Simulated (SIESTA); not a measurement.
BN:

```
CELL_PARAMETERS angstrom
1.25112 0.72234 3.37293
-1.25112 0.72234 3.37293
0.00000 -1.44467 3.37293
ATOMIC_POSITIONS crystal
N 0.66724 0.66724 0.66724
B 0.00033 0.00033 0.00033
```

The cell is a database's computed one.

* Program: SIESTA 5.4.2
* Task: single point
* Functional: PBE
* Potentials or basis: PseudoDojo 0.4 standard (PBE files)
* Basis: DZP (energy shift 0.002 Ry)
* Grid cutoff: 800 Ry
* Energy shift: 0.002 Ry
* k mesh: 12 × 12 × 12
* Occupations: fermi-dirac, width 0.05 eV
* Spin: no spin polarisation

On this cell: pressure 7.5 GPa; largest force 0.005 eV/Å; band gap on the k mesh 4.27 eV, indirect (least direct gap 4.65 eV).

The same run follows on a disturbed copy (atoms moved at random, drawn with an rms of 0.05 Å):

```
N B
1.0
     1.25112    0.72234    3.37293
    -1.25112    0.72234    3.37293
     0.00000   -1.44467    3.37293
N B
1 1
Direct
  0.69139 0.66011 0.64607
  0.98621 0.01287 0.01615
```

Task: What changes?

Result: The energy moves by +113.9 meV/atom; pressure 10.8 GPa; largest force 4.069 eV/Å; band gap on the k mesh 3.70 eV, indirect (least direct gap 4.55 eV).

Forces on the atoms (eV/Å):
```
N   -2.639 -3.022  0.675
B    2.639  3.022 -0.675
```

Stress tensor (GPa, compression positive):
```
 6.23 -9.11  1.46
-9.11 25.56  1.65
 1.46  1.65  0.70
```

Caveats: the basis of atomic orbitals isn't converged, which shifts pressures, moduli and gaps.

A k mesh can miss the band edges.
